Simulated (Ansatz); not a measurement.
# Sc: strong compression

One table from this session's results is given with a row withheld; the runs are named, their logs left out.

Method: DFT PBE, with the methods named in each step, in Ansatz 0.2.0.

1 further run of the same task is left out (it didn't finish). Runs told in other sessions of the task aren't counted.

## The starting structure

The structure is tetragonal, space group I4_1/amd (No. 141). The conventional cell has a = 5.701 Å, b = 5.701 Å, c = 3.135 Å, α = 90.00°, β = 90.00°, γ = 90.00°. Sc (site symmetry -4m2) has 6 Sc at 2.96 to 3.14 Å in its first shell of neighbours.

Structure file:

```
Sc
1.0
    -2.85045    2.85045    1.56775
     2.85045   -2.85045    1.56775
     2.85045    2.85045   -1.56775
Sc
2
Direct
  0.62500 0.87500 0.75000
  0.37500 0.12500 0.25000
```

Whether this phase is the stable one at these pressures isn't tested.

Atoms are numbered in the order of the input: Sc1, Sc2.

The first run:

The input, input.yaml:

```yaml
crystal:
  lattice:
    - [-2.8504469672, 2.8504469672, 1.567745832]
    - [2.8504469672, -2.8504469672, 1.567745832]
    - [2.8504469672, 2.8504469672, -1.567745832]
  atoms:
    - { symbol: Sc, position: [-0.375, -0.125, -0.25] }
    - { symbol: Sc, position: [0.375, 0.125, 0.25] }
kpoints:
  mp_grid: { grid: [14, 14, 14] }
scf:
  occupations: { method: fermi_dirac, width: 0.08 }
hamiltonian:
  xc: pbe
  pseudopotentials: { kind: paw }
output:
  forces: true
  stress: true
  write_density: true
  write_potential: true
  elf: true
  volumetric_format: npy
relax:
  f_tol: 0.005
  max_steps: 40
  cell: {}
```

The run is started by

```console
$ ansatz run input.yaml --threads 1 --pin off --max-ram 2048MiB --backend cpu --events-out ev --progress --plain --runs-dir out
```

Among the steps run: Cell relaxed at zero pressure, PAW; Volume scaled by 1, PAW; Volume scaled by 1, PAW (level accurate); Shape and atoms relaxed at 0.95 of the volume, PAW; Volume scaled by 0.95, PAW; Shape and atoms relaxed at 0.85 of the volume, PAW; Volume scaled by 0.85, PAW; Shape and atoms relaxed at 0.75 of the volume, PAW; Volume scaled by 0.75, PAW; Shape and atoms relaxed at 0.65 of the volume, PAW; Volume scaled by 0.65, PAW; Shape and atoms relaxed at 0.55 of the volume, PAW; Volume scaled by 0.55, PAW; Shape and atoms relaxed at 0.45 of the volume, PAW; Volume scaled by 0.45, PAW; Shape and atoms relaxed at 0.4 of the volume, PAW; Volume scaled by 0.4, PAW; Volume scaled by 0.4, PAW (partial_waves polarizable).

One table of the session follows, with a row left open; its other results are not shown here.

| method | volume over the first | volume (Å³/atom) | pressure (GPa) |
| --- | --- | --- | --- |
| PAW | 1 | 24.762 | -0.01 |
| PAW | 0.95 | 23.524 | 2.42 |
| PAW | 0.85 | ? | ? |
| PAW | 0.75 | 18.572 | 19.40 |
| PAW | 0.65 | 16.096 | 36.11 |
| PAW | 0.55 | 13.619 | 64.76 |
| PAW | 0.45 | 11.143 | 118.20 |
| PAW | 0.4 | 9.905 | 164.66 |
| PAW (level accurate) | 1 | 24.762 | -0.01 |
| PAW (partial_waves polarizable) | 0.4 | 9.905 | 164.65 |

Estimate the missing values for PAW, 0.85.

As computed: volume (Å³/atom): 21.048; pressure (GPa): 9.08. In the column «volume (Å³/atom)» it lies between PAW, 0.75 (18.572) and PAW, 0.95 (23.524).
